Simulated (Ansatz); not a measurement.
input.yaml (Ansatz 0.2.0):

```yaml
crystal:
  lattice:
    - [0.0, 2.2669481732, 2.2669481732]
    - [2.2669481732, 0.0, 2.2669481732]
    - [2.2669481732, 2.2669481732, 0.0]
  atoms:
    - { symbol: Zr, position: [0.0, 0.0, 0.0] }
basis:
  ecutwfc: 420
  ecutrho_ratio: 4
kpoints:
  mp_grid: { grid: [8, 8, 8] }
hamiltonian:
  xc: hse06
scf:
  occupations: { method: gaussian, width: 0.05 }
output:
  forces: true
  stress: true
  eigenvalues: true
```

At room temperature and ambient pressure Zr is hcp.

What will the run give?

Pressure 0.4 GPa, gap on the mesh zero (metallic) (HSE06, scalar-relativistic).

What the program printed, in part:

```
Pseudopotentials: kind: paw
Pseudopotential: Zr, paw, valence charge 12, recommended cutoff 420 eV (normal), Zr.paw.azcp
Crystal: 1 atoms, lattice volume = 23.300 Å³
Basis set: ecut = 420 eV, 459 PW (Γ), exchange–correlation on 48×48×48 points (8 copies of the dense FFT grid, shifted against one another)
Bands: 10, of which v1, the nominal top of the filled ones, is band 6 counted from 1 (5 counted from 0)
Symmetry: 48 space group operations
Space group: Fm-3m (ITA 225), of the structure as read, at distance tolerance 2.9e-5 Å
k-points: 29 of 512
Initial density: superposition of atomic densities (neutral atoms: chi_scale 0, normalization atom), corrected by the library's trained network
Initial wavefunctions: pseudopotential atomic-orbital guess
```

SCF trace (energy estimate counted from the last row; the run made several SCF loops, for ionic steps, more bands or searches for a lower state, numbered loop.iteration):
```tsv
iteration	ΔE (eV)	density residual (eV)
1.1	2.140	7.05e-4
1.2	2.139	2.99e-4
1.3	2.139	1.02e-5
1.4	2.139	2.39e-7
1.5	2.139	4.89e-8
1.6	2.139	1.50e-10
2.1	2.4e-03	3.06e-2
2.2	0.015	5.52e-3
2.3	-7.5e-05	1.22e-3
2.4	3.4e-04	1.31e-4
2.5	-7.9e-05	1.76e-5
2.6	-7.6e-05	5.61e-6
3.1	0.000	7.90e-7
3.2	0.000	6.57e-8
3.3	0.000	5.45e-9
```

```
SCF 3 converged in 3 iterations: F = -4185.935625 eV  dr2 = 5.45e-9
hybrid SCF converged: 2 outer / 9 inner (+6 warm-up), last move |dexx| = 6.07e-7 eV, tail = 1.61e-8 eV
Free energy (F): -4185.935625 eV
Frozen-core exchange: fock
E sigma→0 (E₀):  -4185.935386 eV
Entropy (-TS):   -0.000480 eV (-0.480 meV/atom)
Fermi energy:    13.900316 eV
--- Per-component energies (eV) ---
  E_band       = -119.232872
  E_kinetic    = 331.882195
  E_local      = -622.241325  (includes V_loc(G=0)·N_el)
  E_nonlocal   = 79.058237
  E_hartree    = 191.280222
  E_xc         = -129.550856
  E_vxc        = -151.718767  (∫ρ·V_xc dr)
  E_paw        = -2956.676706  (= ΣΔE_a)
  E_vpaw       = -77.046332  (= ΣTr[D̂ρ^β])
  E_aug_tail   = 0.000024  (compensation charges beyond the density's cutoff)
  E_ewald      = -1048.428902
  E_core_change = -0.394099  (= ΣΔE_core)
  E_smearing   = -0.000480  (= −TS)
--- Forces (eV/Å), atoms counted from 1 ---
  atom   1  Zr     0.00000000     0.00000000     0.00000000
--- Stress (GPa, compression-positive) ---
        0.373434       0.000000       0.000000
        0.000000       0.373434       0.000000
        0.000000       0.000000       0.373434
  P = ⅓ Tr σ = 0.3734 GPa (3.734 kbar)
```

It took of the order of 40 core-seconds on a shared host.

Pressures of hybrids are less tightly converged. For a metal under a hybrid functional this mesh is coarse.
